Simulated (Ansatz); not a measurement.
Al3GaN4: energy along a strain

Al3GaN4, P-43m, a = 4.407 Å. The structure is a Materials Project entry; whether it is the stable form wasn't checked. Ansatz: PBEsol, PAW, 420 eV, Γ-centred 6×6×6 mesh on 8 atoms, Gaussian smearing 0.05 eV; no spin polarisation. Cell vectors (Å): 4.407 0.000 0.000; 0.000 4.407 0.000; 0.000 0.000 4.407. The cell is strained by x per cent times the pattern (0 0 0 0 1 0) in the order xx yy zz yz xz xy (engineering shears), with fractional coordinates held. y is the free energy over the start, V0 = 10.699 Å³/atom. Symmetry makes y even in x. Points with a strain past 8.5 % were computed too (2) and aren't used here.

| x (%) | y (meV/atom) |
| --- | --- |
| -5.00 | 17.82 |
| 0.00 | 0.00 |
| 1.25 | 1.12 |
| 2.50 | 4.44 |
| 3.75 | ? |
| 6.25 | 27.88 |
| 7.50 | 40.19 |

Q: Fit y = c2 x² + c4 x⁴ to the other rows, get the stiffness along the pattern, and predict the missing energy.

A: Least squares on the rows shown. y = 0.71152 x² + 5.3395×10⁻⁵ x⁴. The clamped-ion stiffness p·C·p = 2 × 7.115 eV × 160.2 / 10.699 Å³ = 213 GPa, which is C55 in these axes (C44 of the cubic crystal). At x = 3.75 the fit asked for gives 10.02 meV/atom. The run gave 10.01 meV/atom, so the fit is 0.01 meV/atom too high, within twice the rms miss on the fitted rows (0.006 meV/atom).

The energy rises almost purely quadratically with shear: the quartic term is a minor correction even at the largest strain listed, and the withheld point confirms the fit as an interpolation. The space group, composition and cell size suggest an ordered zinc-blende-type nitride, in which each atom has tetrahedral, strongly polar covalent bonds. With fractional coordinates fixed, this shear lengthens some of the bonds along the cube diagonals and shortens others, so the 213 GPa reflects direct bond stretching and compression as well as the bending of bond angles.

In the real crystal the cation and nitrogen sublattices can shift against each other, relieving part of the length change at the cost of more angular distortion. The relaxed C44 should therefore lie below the clamped-ion value, which is best read as an upper bound within the same functional and not compared directly with a measured constant. The positive curvature shows resistance to this one homogeneous shear, but doesn't establish mechanical stability against other strains or internal distortions.
